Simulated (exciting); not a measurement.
## Be: equation of state with PBE

The system is Be.

```xyz
1
Lattice="-1.2531 1.2531 1.2531 1.2531 -1.2531 1.2531 1.2531 1.2531 -1.2531" Properties=species:S:1:pos:R:3 pbc="T T T"
Be    0.0000    0.0000    0.0000
```

This isn't the form of Be at room conditions, which is hcp.

| Property | Result |
| --- | --- |
| Program | exciting (release sodium) |
| Task | equation of state |
| Functional | PBE |
| Potentials or basis | all-electron LAPW+lo, shipped species files, valence relativity iora* |
| rgkmax | 6.5 |
| k mesh | 15 × 15 × 15 |
| Occupations | fermi-dirac, width 0.05 eV |
| Spin | no spin polarisation |
| gmaxvr (cutoff of density and potential) | 14 1/bohr |
| lmaxapw (and lmaxmat) | 10 |
| lmaxvr | 8 |
| nempty | 8 |
| Valence relativity | iora* |
| Muffin-tin radii | Be 1.45 bohr |

```json
{
 "Equilibrium volume": "7.83 Å³/atom",
 "Bulk modulus": "124 GPa",
 "Pressure derivative of the bulk modulus": "3.5"
}
```

Energy against volume, from the lowest point:
| volume (Å³/atom) | energy (meV/atom) |
| --- | --- |
| 7.399 | 9.83 |
| 7.556 | 3.78 |
| 7.714 | 0.55 |
| 7.871 | 0.00 |
| 8.029 | 1.81 |
| 8.186 | 5.81 |
| 8.343 | 11.81 |
